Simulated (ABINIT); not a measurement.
Crystal: Ti.

```
Ti
1.0
    -1.64100    1.64100    1.64100
     1.64100   -1.64100    1.64100
     1.64100    1.64100   -1.64100
Ti
1
Cartesian
  0.0000 0.0000 0.0000
```

This isn't the form of Ti at room conditions, which is hcp.

Base run:

- Program: ABINIT 10.8.3 (patched build)
- Functional: LDA
- Potentials or basis: JTH PAW LDA v2.0
- Cutoff: 408 eV
- k mesh: 9 × 9 × 9
- Occupations: fermi-dirac, width 0.05 eV
- Spin: no spin polarisation

Its results: band gap on the k mesh none (metal or under the smearing width); pressure -10.5 GPa.

After a change of settings the same cell gave: band gap on the k mesh none (metal or under the smearing width); pressure -9.5 GPa. Which change was it?
A. k mesh from 9 × 9 × 9 to 7 × 7 × 7
B. k mesh from 9 × 9 × 9 to 14 × 14 × 14
C. functional from LDA to LDA-PZ; k mesh from 9 × 9 × 9 to 11 × 11 × 11
D. potentials or basis from JTH PAW LDA v2.0 to PseudoDojo NC SR LDA v0.4.1 standard; cutoff from 408 eV to 1143 eV; k mesh from 9 × 9 × 9 to 11 × 11 × 11

A.

Caveats: some runs use coarse meshes.

Not every run made on this cell is shown here.
